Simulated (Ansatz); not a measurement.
InSe, 8 atoms in the cell. Symmetry: P-6m2, No. 187, hexagonal system. The conventional cell has a = 4.047 Å, b = 4.047 Å, c = 17.330 Å, α = 90.00°, β = 90.00°, γ = 120.00°. In (site symmetry 3m) has 3 Se at 2.63 Å and 1 In at 2.68 Å as nearest neighbours. In (site symmetry 3m) is surrounded by 3 Se at 2.63 Å and 1 In at 2.68 Å. Se (site symmetry 3m) is surrounded by 3 In at 2.63 Å. Se (site symmetry 3m) is surrounded by 3 In at 2.63 Å. Measurements of this composition are mostly on another form, of space group No. 160. The cell isn't the ideal one: strained by -4 %.

* Program: Ansatz 0.2.0
* Task: single point
* Functional: PBE
* Potentials or basis: Ansatz PAW
* Cutoff: 420 eV (not typed: the program's choice for these potentials)
* k mesh: 6 × 6 × 2
* Occupations: fermi-dirac, width 0.05 eV
* Spin: no spin polarisation

Potentials or basis: Ansatz PAW.

The run is started by

```bash
$ ansatz run input.yaml --threads 4 --pin off --max-ram 11264MiB --backend cpu --events-out ev --progress --plain --runs-dir out
```

Hardware: 4 threads of Arm Neoverse V2, with other jobs on the host.

**Question.** How long does it take, and how much memory?

**Answer.** Wall time 3.5 s on 4 threads of Arm Neoverse V2, on a shared host, peak memory 0.72 GiB. Counts: scf iterations 7, plane waves 4809, k points 14, bands 70.
